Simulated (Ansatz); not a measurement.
# C (Graphite 2H): a point defect seen from the nuclei (Zr on a C site), part 2 of 3

Wanted: the field gradients around Zr on a C site in C (Graphite 2H), cell charge 0, before and after the neighbours move. The cell is a supercell built from a structure deposited in the COD (the entry's cell lengths or inner coordinates differ somewhat from later room-temperature determinations). Planned: a single point, then a relaxation, then a check of method with width.

Ansatz 0.2.0; DFT, PBE, plane-wave PAW, default files, scalar-relativistic, as far as a step names no other. Earlier steps stand in the parts before.

### 3 Ions relaxed

The COD entry's cell or inner coordinates are ideal or old and differ from later refinements, so a difference from it is no clean test against experiment.

The input, input.yaml:

```yaml
crystal:
  lattice:
    - [7.41, 0.0, 0.0]
    - [-3.705, 6.4172482419, 0.0]
    - [0.0, 0.0, 6.79]
  atoms:
    - { symbol: C, position: [0.0, 0.0, 0.0] }
    - { symbol: C, position: [0.0, 0.3333333333, 0.0] }
    - { symbol: C, position: [0.0, 0.6666666667, 0.0] }
    - { symbol: C, position: [0.3333333333, 0.0, 0.0] }
    - { symbol: C, position: [0.3333333333, 0.3333333333, 0.0] }
    - { symbol: C, position: [0.3333333333, 0.6666666667, 0.0] }
    - { symbol: C, position: [0.6666666667, 0.0, 0.0] }
    - { symbol: C, position: [0.6666666667, 0.3333333333, 0.0] }
    - { symbol: C, position: [0.6666666667, 0.6666666667, 0.0] }
    - { symbol: C, position: [0.0, 0.0, 0.5] }
    - { symbol: C, position: [0.0, 0.3333333333, 0.5] }
    - { symbol: C, position: [0.0, 0.6666666667, 0.5] }
    - { symbol: C, position: [0.3333333333, 0.0, 0.5] }
    - { symbol: C, position: [0.3333333333, 0.3333333333, 0.5] }
    - { symbol: C, position: [0.3333333333, 0.6666666667, 0.5] }
    - { symbol: C, position: [0.6666666667, 0.0, 0.5] }
    - { symbol: C, position: [0.6666666667, 0.3333333333, 0.5] }
    - { symbol: C, position: [0.6666666667, 0.6666666667, 0.5] }
    - { symbol: Zr, position: [0.1111111111, 0.2222222222, 0.005] }
    - { symbol: C, position: [0.1111111111, 0.5555555556, 0.005] }
    - { symbol: C, position: [0.1111111111, 0.8888888889, 0.005] }
    - { symbol: C, position: [0.4444444444, 0.2222222222, 0.005] }
    - { symbol: C, position: [0.4444444444, 0.5555555556, 0.005] }
    - { symbol: C, position: [0.4444444444, 0.8888888889, 0.005] }
    - { symbol: C, position: [0.7777777778, 0.2222222222, 0.005] }
    - { symbol: C, position: [0.7777777778, 0.5555555556, 0.005] }
    - { symbol: C, position: [0.7777777778, 0.8888888889, 0.005] }
    - { symbol: C, position: [0.2222222222, 0.1111111111, 0.505] }
    - { symbol: C, position: [0.2222222222, 0.4444444444, 0.505] }
    - { symbol: C, position: [0.2222222222, 0.7777777778, 0.505] }
    - { symbol: C, position: [0.5555555556, 0.1111111111, 0.505] }
    - { symbol: C, position: [0.5555555556, 0.4444444444, 0.505] }
    - { symbol: C, position: [0.5555555556, 0.7777777778, 0.505] }
    - { symbol: C, position: [0.8888888889, 0.1111111111, 0.505] }
    - { symbol: C, position: [0.8888888889, 0.4444444444, 0.505] }
    - { symbol: C, position: [0.8888888889, 0.7777777778, 0.505] }
kpoints:
  mp_grid: { grid: [3, 3, 3] }
scf:
  occupations: { method: fermi_dirac, width: 0.01 }
hamiltonian:
  xc: pbe
  pseudopotentials: { kind: paw }
output:
  forces: true
  stress: true
  populations: true
  efg: { quadrupole_moments_barn: { Zr: -0.176 }, contact_densities: true }
relax:
  f_tol: 0.03
  max_steps: 40
```

Launch:

```
$ ansatz run input.yaml --threads 1 --pin off --max-ram 2560MiB --backend cpu --events-out ev --progress --plain --runs-dir out
```

Output:

```text
Warning: output.stress: scf.convergence.dr2_threshold = 1e-7 eV (the SCF's general default) is looser than the 3.6e-9 eV advised for a printed stress (1e-10 eV for each atom of the cell: 36). What an SCF threshold leaves in a stress goes as its square root, and in the free energy as the threshold itself, and one threshold admits the most on a small cell: of the crystals measured, under no hybrid functional and no lock of the moments, on runs that ended without the residual-converged pass, on stresses that held no estimate of that error, the worst erred by over 100 MPa in a component at 1e-7 eV an atom and by under 5 at 1e-10. Every solve of this run answers to scf.convergence.dr2_threshold, and the tensor of one is reported: a single SCF on the reported geometry and on this run's grids (its basis.xc_grid and basis.ecutrho_ratio typed), with scf.convergence.dr2_threshold at 3.6e-9 eV or tighter, prints it and tightens no other solve. Else set scf.convergence.dr2_threshold to 3.6e-9 eV or tighter. The threshold is an SCF's pass mark: one that does not reach it within its budget of iterations ends unconverged, or closes short of it on a stop that the run arms, and scf.convergence.dr2_threshold's page says what that costs each kind of run
Warning: RAYON_NUM_THREADS=1 ignored (pool sized by the plan → 1); use --threads N
Zr: output.efg is read without spin–orbit coupling, which moves field gradients at and beside such atoms by some per cent and up to a factor of two; PAW files take it under magnetization.noncollinear and magnetization.spin_orbit
Engine: ansatz 0.2.0, x86_64-unknown-linux-gnu
Pseudopotentials: kind: paw
Pseudopotential: C, paw, valence charge 4, recommended cutoff 420 eV (normal), C.paw.azcp
Pseudopotential: Zr, paw, valence charge 12, recommended cutoff 420 eV (normal), Zr.paw.azcp
Functional definition: PBE
  parameter kappa = 0.804
  parameter beta = 0.06672455060314922
  exchange = pbe_x(kappa = kappa, mu = beta*pi^2/3)
  correlation = pbe_c(beta = beta)
Crystal: 36 atoms, lattice volume = 322.877 Å³
Basis set: ecut = 420 eV, 6299 PW (Γ), exchange–correlation on 100×100×96 points (8 copies of the dense FFT grid, shifted against one another)
Bands: 112, of which v1, the nominal top of the filled ones, is band 76 counted from 1 (75 counted from 0)
Symmetry: 6 space group operations
Space group: P3m1 (ITA 156), of the structure as read, at distance tolerance 6.9e-5 Å
k-points: 7 of 27 (time reversal used)
Non-local potential: C, projectors of the file, l = 0: 2, l = 1: 2, l = 2: 1
Non-local potential: Zr, projectors of the file, l = 0: 3, l = 1: 2, l = 2: 2, l = 3: 2
PAW form: soft (Blöchl's): semilocal exchange-correlation on the pseudo side does not see the compensation charge
PAW one-centre angular grid: C, 110 points (default); XC on 64 Gauss nodes
PAW one-centre angular grid: Zr, 590 points (default); XC on 64 Gauss nodes
Initial density: superposition of atomic densities (neutral atoms: chi_scale 0, normalization atom), corrected by the library's trained network
Initial wavefunctions: pseudopotential atomic-orbital guess
Functional: x = pbe(κ = 0.804, μ = 0.2195149727645171), c = pbe(β = 0.06672455060314922)
SCF iter   1: F=—  HF=-12931.960197 eV  |F-HF|=—  |Δ(HF+E_count)|=         —  Δρ=3.55e-2  dr2=8.87e0  ethr=1.77e-3  ⟨swp⟩=7.1  Hψ=3809  notcnv=0  defer=146
preconditioner: auto → LDOS  [metal: Δε(μ)=0.003 eV  Ē_g=15.173 eV  σ=0.010 eV  W_gap=0.08  n_scr=70 (ndim 8)  ℏωp=25.0 eV  f_vac=0.013  D(μ)=39.53/eV (n_scr^D=574)  β→1.0]
SCF iter   2: F=—  HF=-12931.042151 eV  |F-HF|=—  |Δ(HF+E_count)|=   9.18e-1  Δρ=2.26e-2  dr2=3.08e0  ethr=1.77e-3  ⟨swp⟩=2.0  Hψ=1489  notcnv=0  defer=198
SCF iter   3: F=—  HF=-12930.793611 eV  |F-HF|=—  |Δ(HF+E_count)|=   2.49e-1  Δρ=1.91e-2  dr2=1.92e0  ethr=1.77e-3  ⟨swp⟩=2.3  Hψ=1174  notcnv=0  defer=198
SCF iter   4: F=—  HF=-12930.724610 eV  |F-HF|=—  |Δ(HF+E_count)|=   6.90e-2  Δρ=1.36e-2  dr2=1.32e0  ethr=1.27e-3  ⟨swp⟩=2.1  Hψ=927  notcnv=0  defer=193
SCF iter   5: F=—  HF=-12930.681813 eV  |F-HF|=—  |Δ(HF+E_count)|=   4.28e-2  Δρ=1.34e-2  dr2=1.11e0  ethr=8.69e-4  ⟨swp⟩=2.0  Hψ=627  notcnv=0  defer=193
SCF iter   6: F=—  HF=-12930.665455 eV  |F-HF|=—  |Δ(HF+E_count)|=   1.64e-2  Δρ=1.06e-2  dr2=6.65e-1  ethr=7.32e-4  ⟨swp⟩=1.9  Hψ=931  notcnv=0  defer=192
SCF iter   7: F=—  HF=-12930.604070 eV  |F-HF|=—  |Δ(HF+E_count)|=   6.14e-2  Δρ=6.00e-3  dr2=2.06e-1  ethr=4.37e-4  ⟨swp⟩=2.0  Hψ=772  notcnv=0  defer=193
SCF iter   8: F=—  HF=-12930.589478 eV  |F-HF|=—  |Δ(HF+E_count)|=   1.46e-2  Δρ=3.52e-3  dr2=5.93e-2  ethr=1.36e-4  ⟨swp⟩=1.3  Hψ=594  notcnv=0  defer=193
SCF iter   9: F=—  HF=-12930.578833 eV  |F-HF|=—  |Δ(HF+E_count)|=   1.06e-2  Δρ=1.90e-3  dr2=1.32e-2  ethr=3.90e-5  ⟨swp⟩=2.6  Hψ=1239  notcnv=0  defer=193
SCF iter  10: F=—  HF=-12930.578450 eV  |F-HF|=—  |Δ(HF+E_count)|=   3.83e-4  Δρ=1.28e-3  dr2=7.52e-3  ethr=8.67e-6  ⟨swp⟩=2.0  Hψ=990  notcnv=0  defer=193
SCF iter  11: F=—  HF=-12930.578023 eV  |F-HF|=—  |Δ(HF+E_count)|=   4.27e-4  Δρ=8.25e-4  dr2=6.83e-3  ethr=4.95e-6  ⟨swp⟩=1.6  Hψ=720  notcnv=0  defer=193
SCF iter  12: F=—  HF=-12930.577967 eV  |F-HF|=—  |Δ(HF+E_count)|=   5.63e-5  Δρ=6.85e-4  dr2=3.67e-3  ethr=4.49e-6  ⟨swp⟩=1.0  Hψ=591  notcnv=0  defer=193
SCF iter  13: F=—  HF=-12930.577832 eV  |F-HF|=—  |Δ(HF+E_count)|=   1.34e-4  Δρ=4.87e-4  dr2=2.05e-3  ethr=2.41e-6  ⟨swp⟩=1.0  Hψ=591  notcnv=0  defer=193
SCF iter  14: F=—  HF=-12930.577706 eV  |F-HF|=—  |Δ(HF+E_count)|=   1.27e-4  Δρ=1.97e-4  dr2=2.20e-4  ethr=1.35e-6  ⟨swp⟩=1.0  Hψ=591  notcnv=0  defer=193
SCF iter  15: F=—  HF=-12930.577677 eV  |F-HF|=—  |Δ(HF+E_count)|=   2.92e-5  Δρ=9.09e-5  dr2=4.37e-5  ethr=1.45e-7  ⟨swp⟩=2.3  Hψ=890  notcnv=0  defer=193
SCF iter  16: F=-12930.577668 eV  HF=-12930.577672 eV  |F-HF|=3.83e-6  |Δ(HF+E_count)|=   4.41e-6  Δρ=3.72e-5  dr2=5.02e-6  ethr=1.48e-8  ⟨swp⟩=4.0  Hψ=2257  notcnv=0
SCF 1 converged in 16 iterations: F = -12930.577668 eV  dr2 = 5.02e-6
relax step   1: F+E_penalty+E_count = -12930.57766830 eV  Δ(F+E_penalty+E_count) = +0.000e0 eV  max|allowed force component| = 3.578e1 eV/Å  Δτ_max = 0.0000 Å  (16 SCF iters, dr2 threshold 2.25e-5 eV, accepted)
[... from here on, the SCF cycles and remarks between the steps are left out ...]
relax step   2: F+E_penalty+E_count = -12945.90806196 eV  Δ(F+E_penalty+E_count) = -1.533e1 eV  max|allowed force component| = 1.697e1 eV/Å  Δτ_max = 0.1903 Å  (8 SCF iters, dr2 threshold 1.00e-4 eV, accepted)
relax step   3: F+E_penalty+E_count = -12952.05529956 eV  Δ(F+E_penalty+E_count) = -6.147e0 eV  max|allowed force component| = 8.589e0 eV/Å  Δτ_max = 0.1949 Å  (11 SCF iters, dr2 threshold 1.00e-4 eV, accepted)
relax step   4: F+E_penalty+E_count = -12954.26543214 eV  Δ(F+E_penalty+E_count) = -2.210e0 eV  max|allowed force component| = 8.111e0 eV/Å  Δτ_max = 0.1952 Å  (8 SCF iters, dr2 threshold 1.00e-4 eV, accepted)
relax step   5: F+E_penalty+E_count = -12956.50867818 eV  Δ(F+E_penalty+E_count) = -2.243e0 eV  max|allowed force component| = 5.898e0 eV/Å  Δτ_max = 0.1952 Å  (7 SCF iters, dr2 threshold 1.00e-4 eV, accepted)
relax step   6: F+E_penalty+E_count = -12958.60515030 eV  Δ(F+E_penalty+E_count) = -2.096e0 eV  max|allowed force component| = 4.234e0 eV/Å  Δτ_max = 0.1956 Å  (6 SCF iters, dr2 threshold 1.00e-4 eV, accepted)
relax step   7: F+E_penalty+E_count = -12960.25532763 eV  Δ(F+E_penalty+E_count) = -1.650e0 eV  max|allowed force component| = 2.150e0 eV/Å  Δτ_max = 0.2000 Å  (6 SCF iters, dr2 threshold 1.00e-4 eV, accepted)
relax step   8: F+E_penalty+E_count = -12960.78839353 eV  Δ(F+E_penalty+E_count) = -5.331e-1 eV  max|allowed force component| = 1.138e0 eV/Å  Δτ_max = 0.1953 Å  (7 SCF iters, dr2 threshold 1.00e-4 eV, accepted)
relax step   9: F+E_penalty+E_count = -12960.72814158 eV  Δ(F+E_penalty+E_count) = +6.025e-2 eV  max|allowed force component| = 6.745e-1 eV/Å  Δτ_max = 0.1921 Å  (8 SCF iters, dr2 threshold 1.00e-4 eV, rejected (line search))
relax step  10: F+E_penalty+E_count = -12960.92470459 eV  Δ(F+E_penalty+E_count) = -1.363e-1 eV  max|allowed force component| = 5.362e-1 eV/Å  Δτ_max = 0.0935 Å  (9 SCF iters, accepted)
relax step  11: F+E_penalty+E_count = -12960.94954700 eV  Δ(F+E_penalty+E_count) = -2.484e-2 eV  max|allowed force component| = 7.000e-2 eV/Å  Δτ_max = 0.0360 Å  (5 SCF iters, dr2 threshold 6.38e-5 eV, accepted)
relax step  12: F+E_penalty+E_count = -12960.95015271 eV  Δ(F+E_penalty+E_count) = -6.057e-4 eV  max|allowed force component| = 1.215e-2 eV/Å  Δτ_max = 0.0041 Å  (6 SCF iters, accepted)
NSCF: frozen V_eff on 7 k-points
the band table was solved once a step of the walk had ended and its energy, with any forces and stress, was formed, with the checks that follow a solve (4710 applications of the Hamiltonian). They found nothing against the state; the energy, forces and stress were not computed again (output.eigenvalues in the input reference)
SCF converged after 6 iterations
Free energy (F): -12960.950153 eV
Harris-Foulkes:  -12960.950153 eV  (|F-HF|=7.37e-9)
Internal energy: -12960.950153 eV  (E = F + TS)
E sigma→0 (E₀):  -12960.950153 eV
Entropy (-TS):   -0.000000 eV (-0.000 meV/atom)
Fermi energy:    7.851987 eV
--- Per-component energies (eV) ---
[... 14 lines left out ...]
--- Forces (eV/Å), atoms counted from 1 ---
  atom   1  C      0.00000000     0.00057474    -0.00043884
  atom   2  C      0.00049774    -0.00028737    -0.00043884
  atom   3  C      0.00088284     0.00050971    -0.00157512
  atom   4  C     -0.00041092     0.00023724     0.00075882
  atom   5  C     -0.00049774    -0.00028737    -0.00043884
  atom   6  C      0.00000000    -0.00047449     0.00075882
[... 30 lines left out ...]
  max |Σ_I F_I| component: 2.07e-4 eV/Å
--- Stress (GPa, compression-positive) ---
        7.427812       0.000000       0.000000
        0.000000       7.427812       0.000000
        0.000000       0.000000       6.739377
  P = ⅓ Tr σ = 7.1983 GPa (71.983 kbar)
--- PAW observables at the nuclei: V_zz in 10²¹ V/m², potentials from the cell's mean, atoms counted from 1 ---
  atom   1  C  V_zz =    +3.990708   η = 0.9353   by run symmetry: allowed
            electrostatic potential = -415.494027 V   contact ρ = 868.085418 e/Å³
  atom   2  C  V_zz =    +3.990708   η = 0.9353   by run symmetry: allowed
            electrostatic potential = -415.494027 V   contact ρ = 868.085418 e/Å³
  atom   3  C  V_zz =    +2.462571   η = 0.0656   by run symmetry: allowed
            electrostatic potential = -414.264175 V   contact ρ = 867.299543 e/Å³
  atom   4  C  V_zz =    +1.583240   η = 0.2455   by run symmetry: allowed
            electrostatic potential = -414.216468 V   contact ρ = 866.966048 e/Å³
  atom   5  C  V_zz =    +3.990708   η = 0.9353   by run symmetry: allowed
            electrostatic potential = -415.494027 V   contact ρ = 868.085418 e/Å³
  atom   6  C  V_zz =    +1.583240   η = 0.2455   by run symmetry: allowed
            electrostatic potential = -414.216468 V   contact ρ = 866.966048 e/Å³
  atom   7  C  V_zz =    +1.583240   η = 0.2455   by run symmetry: allowed
            electrostatic potential = -414.216468 V   contact ρ = 866.966048 e/Å³
  atom   8  C  V_zz =    +2.462571   η = 0.0656   by run symmetry: allowed
            electrostatic potential = -414.264175 V   contact ρ = 867.299543 e/Å³
  atom   9  C  V_zz =    +2.462571   η = 0.0656   by run symmetry: allowed
            electrostatic potential = -414.264175 V   contact ρ = 867.299543 e/Å³
  atom  10  C  V_zz =    +2.036385   η = 0.1625   by run symmetry: allowed
            electrostatic potential = -413.082945 V   contact ρ = 866.993025 e/Å³
  atom  11  C  V_zz =    +2.036385   η = 0.1625   by run symmetry: allowed
            electrostatic potential = -413.082945 V   contact ρ = 866.993025 e/Å³
  atom  12  C  V_zz =    +2.323957   η = 0.0042   by run symmetry: allowed
            electrostatic potential = -413.386938 V   contact ρ = 867.065526 e/Å³
  atom  13  C  V_zz =    +2.154146   η = 0.1230   by run symmetry: allowed
            electrostatic potential = -413.357852 V   contact ρ = 867.023140 e/Å³
  atom  14  C  V_zz =    +2.036385   η = 0.1625   by run symmetry: allowed
            electrostatic potential = -413.082945 V   contact ρ = 866.993025 e/Å³
  atom  15  C  V_zz =    +2.154146   η = 0.1230   by run symmetry: allowed
            electrostatic potential = -413.357852 V   contact ρ = 867.023140 e/Å³
  atom  16  C  V_zz =    +2.154146   η = 0.1230   by run symmetry: allowed
            electrostatic potential = -413.357852 V   contact ρ = 867.023140 e/Å³
  atom  17  C  V_zz =    +2.323957   η = 0.0042   by run symmetry: allowed
            electrostatic potential = -413.386938 V   contact ρ = 867.065526 e/Å³
  atom  18  C  V_zz =    +2.323957   η = 0.0042   by run symmetry: allowed
            electrostatic potential = -413.386938 V   contact ρ = 867.065526 e/Å³
  atom  19  Zr V_zz =   -21.896135   η = 0.0000   by run symmetry: allowed   C_q = +93.1825 MHz
            electrostatic potential = -5921.399558 V   contact ρ = 490534.710929 e/Å³
  atom  20  C  V_zz =    +2.702338   η = 0.1923   by run symmetry: allowed
            electrostatic potential = -414.155978 V   contact ρ = 867.251228 e/Å³
  atom  21  C  V_zz =    +2.702338   η = 0.1923   by run symmetry: allowed
            electrostatic potential = -414.155978 V   contact ρ = 867.251228 e/Å³
  atom  22  C  V_zz =    +2.702338   η = 0.1923   by run symmetry: allowed
            electrostatic potential = -414.155978 V   contact ρ = 867.251228 e/Å³
  atom  23  C  V_zz =    +2.702338   η = 0.1923   by run symmetry: allowed
            electrostatic potential = -414.155978 V   contact ρ = 867.251228 e/Å³
  atom  24  C  V_zz =    +2.617115   η = 0.0000   by run symmetry: allowed
            electrostatic potential = -414.141859 V   contact ρ = 867.132579 e/Å³
  atom  25  C  V_zz =    +2.702338   η = 0.1923   by run symmetry: allowed
            electrostatic potential = -414.155978 V   contact ρ = 867.251228 e/Å³
  atom  26  C  V_zz =    +2.087889   η = 0.0000   by run symmetry: allowed
            electrostatic potential = -414.157690 V   contact ρ = 867.040442 e/Å³
  atom  27  C  V_zz =    +2.702338   η = 0.1923   by run symmetry: allowed
            electrostatic potential = -414.155978 V   contact ρ = 867.251228 e/Å³
  atom  28  C  V_zz =    +1.843555   η = 0.1934   by run symmetry: allowed
            electrostatic potential = -413.120540 V   contact ρ = 866.957371 e/Å³
  atom  29  C  V_zz =    +1.843555   η = 0.1934   by run symmetry: allowed
            electrostatic potential = -413.120540 V   contact ρ = 866.957371 e/Å³
  atom  30  C  V_zz =    +2.098953   η = 0.0102   by run symmetry: allowed
            electrostatic potential = -413.426353 V   contact ρ = 866.995838 e/Å³
  atom  31  C  V_zz =    +2.098953   η = 0.0102   by run symmetry: allowed
            electrostatic potential = -413.426353 V   contact ρ = 866.995838 e/Å³
  atom  32  C  V_zz =    +1.931329   η = 0.1392   by run symmetry: allowed
            electrostatic potential = -413.411578 V   contact ρ = 866.959803 e/Å³
  atom  33  C  V_zz =    +2.098953   η = 0.0102   by run symmetry: allowed
            electrostatic potential = -413.426353 V   contact ρ = 866.995838 e/Å³
  atom  34  C  V_zz =    +1.843555   η = 0.1934   by run symmetry: allowed
            electrostatic potential = -413.120540 V   contact ρ = 866.957371 e/Å³
  atom  35  C  V_zz =    +1.931329   η = 0.1392   by run symmetry: allowed
            electrostatic potential = -413.411578 V   contact ρ = 866.959803 e/Å³
  atom  36  C  V_zz =    +1.931329   η = 0.1392   by run symmetry: allowed
            electrostatic potential = -413.411578 V   contact ρ = 866.959803 e/Å³
--- Band table (eV; the first three rows and the last of 7) ---
[... 4 lines left out ...]
--- Relaxed structure (12 steps of the walk, 11 accepted, 0 SCFs on fresh bases) ---
  F+E_penalty+E_count = -12960.95015271 eV   max|allowed force component| = 1.215e-2 eV/Å
  atoms:
[... 36 lines left out ...]
--- Löwdin populations: 36 sites ---
  site symbol       q [e]
[... 36 lines left out ...]
  spilling = 0.007659 (of n_electrons = 152.000000)
```

It took 2.5 min on 1 thread of Intel Xeon 6975P-C (Granite Rapids), shared host; peak memory 0.77 GiB.

The steps of the relaxation:

```csv
step,energy change (eV),largest force component (eV/Å)
1,0.0000,35.784
2,-15.3304,16.965
3,-21.4776,8.589
4,-23.6878,8.111
5,-25.9310,5.898
6,-28.0275,4.234
7,-29.6777,2.150
8,-30.2107,1.138
9 (rejected),-30.1505,0.674
10,-30.3470,0.536
11,-30.3719,0.070
12,-30.3725,0.012
```

Largest displacement: 1.282 Å (atom 19, Zr); mean 0.174 Å.

At the end: gap on the mesh 0.26 eV, largest force 0.012 eV/Å, pressure 7.2 GPa.

What changed since step 2 (V_zz in 10²¹ V/m²):

| site | atoms | V_zz, PBE | V_zz, PBE relaxed | η, PBE | η, PBE relaxed |
| --- | --- | --- | --- | --- | --- |
| Zr | 19 | -50.8 | -21.9 | 0.00 | 0.00 |
| C1 | 1, 2, 5 | -1.36 | 3.99 | 0.68 | 0.94 |
| C20 | 20, 21, 22, … | 2.66 | 2.70 | 0.27 | 0.19 |
| C4 | 4, 6, 7 | 0.97 | 1.58 | 0.29 | 0.25 |
| C10 | 10, 11, 14 | 2.31 | 2.04 | 0.03 | 0.16 |
| C28 | 28, 29, 34 | 2.02 | 1.84 | 0.03 | 0.19 |
| C3 | 3, 8, 9 | 1.94 | 2.46 | 0.23 | 0.07 |
| C26 | 26 | 2.40 | 2.09 | 0.00 | 0.00 |
| C24 | 24 | 2.50 | 2.62 | 0.00 | 0.00 |
| C13 | 13, 15, 16 | 2.35 | 2.15 | 0.03 | 0.12 |
| C32 | 32, 35, 36 | 1.98 | 1.93 | 0.03 | 0.14 |
| C12 | 12, 17, 18 | 2.41 | 2.32 | 0.01 | 0.00 |
| C30 | 30, 31, 33 | 2.05 | 2.10 | 0.00 | 0.01 |

The printed gradients, by site: 10 of 13, those nearest the defect, the farthest of each element and the two largest gradients.

```
site              atoms  distance from the defect (Å)  V_zz (10²¹ V/m²)     η    C_Q (MHz)
  Zr                 19                          0.00             -21.9  0.00  93.2 (⁹¹Zr)
  C1            1, 2, 5                          2.05              3.99  0.94            –
 C10         10, 11, 14                          2.67              2.04  0.16            –
 C28         28, 29, 34                          2.68              1.84  0.19            –
 C20  20, 21, 22, 23, …                          2.90              2.70  0.19            –
  C4            4, 6, 7                          3.21              1.58  0.25            –
 C32         32, 35, 36                          3.58              1.93  0.14            –
 C13         13, 15, 16                          3.59              2.15  0.12            –
  C3            3, 8, 9                          4.09              2.46  0.07            –
 C26                 26                          4.56              2.09  0.00            –
```

Direction of the V_zz axis (Cartesian unit vector):

```
site  atom      x      y     z
  C3     3   0.02   0.01  1.00
  C4     4   0.03  -0.01  1.00
 C10    10   0.00  -0.09  1.00
 C12    12  -0.01   0.00  1.00
 C13    13   0.03  -0.02  1.00
  Zr    19   0.00   0.00  1.00
 C20    20  -0.03   0.01  1.00
 C24    24   0.00   0.00  1.00
 C26    26   0.00   0.00  1.00
```

The sizes of the gradients above 0.15 moved by 9 % in the median, over a factor of two at the site that moves most (small gradients counted from 0.15; C1, -1.36 to 3.99), with a change of sign at C1.

(Continued in part 3 of 3.)
